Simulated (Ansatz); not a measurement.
# CoSi (zincblende type): how the settings move a single-point run

Aim: see which settings change the result for CoSi (zincblende type), by how much, and at what cost.

Program: Ansatz 0.2.0. Level of theory: reference: DFT, PBE, PAW with Ansatz's default frozen-core files, scalar-relativistic. These are calculated values, not measurements.

1 further run of the same task is left out (it didn't finish).

### 1 The structure to begin with

It takes space group F-43m (No. 216, cubic). Conventional cell: a = 4.821 Å, b = 4.821 Å, c = 4.821 Å, α = 90.00°, β = 90.00°, γ = 90.00°. Co (site symmetry -43m) has 4 Si at 2.09 Å as nearest neighbours. Around Si (site symmetry -43m) lie 4 Co at 2.09 Å.

Coordinates:

```xyz
2
Lattice="0.0000 2.4103 2.4103 2.4103 0.0000 2.4103 2.4103 2.4103 0.0000" Properties=species:S:1:pos:R:3 pbc="T T T"
Co    0.0000    0.0000    0.0000
Si    1.2051    1.2051    1.2051
```

### 2 Baseline

Contents of input.yaml:

```yaml
crystal:
  lattice:
    - [0.0, 2.4102543242, 2.4102543242]
    - [2.4102543242, 0.0, 2.4102543242]
    - [2.4102543242, 2.4102543242, 0.0]
  atoms:
    - { symbol: Co, position: [0.0, 0.0, 0.0], spin: 1.7 }
    - { symbol: Si, position: [0.25, 0.25, 0.25] }
magnetization:
  spin_polarized: true
kpoints:
  mp_grid: { grid: [14, 14, 14] }
scf:
  occupations: { method: fermi_dirac, width: 0.08 }
hamiltonian:
  xc: pbe
  pseudopotentials: { kind: paw }
output:
  forces: true
  stress: true
  eigenvalues: true
  populations: true
```

Started as:

```
$ ansatz run input.yaml --threads 1 --pin off --max-ram 3072MiB --backend cpu --events-out ev --progress --plain --runs-dir out
```

### 3 Variant: mp_grid.shift [0.5, 0.5, 0.5]

input.yaml: that of step 2 with these lines changed.

```diff
@@ -11,3 +11,3 @@
 kpoints:
-  mp_grid: { grid: [14, 14, 14] }
+  mp_grid: { grid: [14, 14, 14], shift: [0.5, 0.5, 0.5] }
 scf:
```

Before running it: what results should come out? Wanted: for each run, ending; energy change; pressure; gap; force.

As calculated:

```
                             run     ending  energy change  pressure (GPa)  gap (eV)  force (eV/Å)  cycles  time
                       reference  converged              0            24.6      0.00          0.00      11  12 s
1: mp_grid.shift [0.5, 0.5, 0.5]  converged   0.0 meV/atom            24.6      0.00          0.00      11  31 s
```

Residual by cycle in the longest SCF loop of each run; runs are numbered as in the table. The quantity is the density residual dr2, in eV.

```
cycle  reference    run 1
    1       1.14     1.14
    2      0.493    0.496
    3       1.06     1.05
    4      0.106    0.104
    5     0.0146   0.0138
    6     4.1e-4   3.8e-4
    7     1.9e-5   2.0e-5
    8     1.3e-6   1.0e-6
    9     1.7e-7   2.5e-7
   10     1.1e-8  7.3e-10
   11    4.9e-10  8.3e-10
```

**Reading.** Changing the k-point mesh leaves the energy as it was (0.0 meV/atom). Cost: 31 s against 12 s. The structure is not at rest: the sound run finds 25 GPa, so these are no properties of the relaxed crystal. 
